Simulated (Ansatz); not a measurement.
Input and command of a calculation in Ansatz (plane waves; scalar-relativistic PAW potentials unless the input names others):

```yaml
crystal:
  lattice:
    - [2.123222963, 2.123222963, 0.0]
    - [-2.123222963, 2.123222963, 0.0]
    - [0.0, 0.0, 4.1795251444]
  atoms:
    - { symbol: Mg, position: [0.0, 0.0, 0.0] }
    - { symbol: Mg, position: [0.5, 0.5, 0.5] }
    - { symbol: O, position: [0.5, 0.5, 0.0] }
    - { symbol: O, position: [0.0, 0.0, 0.5] }
basis:
  ecutwfc: 500
kpoints:
  mp_grid: { grid: [8, 8, 6] }
hamiltonian:
  xc: r2scan
scf:
  max_iter: 75
output:
  forces: true
  eigenvalues: true
  stress: true
```

```bash
ansatz run input.yaml --threads 1 --pin off --max-ram 2560MiB --backend cpu --events-out ev --progress --plain --runs-dir out
```

Question: What will the program do with this input?

Answer: The program refuses it, because of no occupation method (scf.occupations: {"method": "gaussian", "width": 0.02} → not typed). With the sound run's settings it is accepted.

Abridged log:
```
Error: YAML parse error: `scf.occupations.method` is required: fixed only where the cell keeps a band gap throughout the run, explicit beside scf.occupations.values (under evaluate: without them), else a smearing such as fermi_dirac (scf.occupations.width is optional; its entry in the input reference gives the default)
```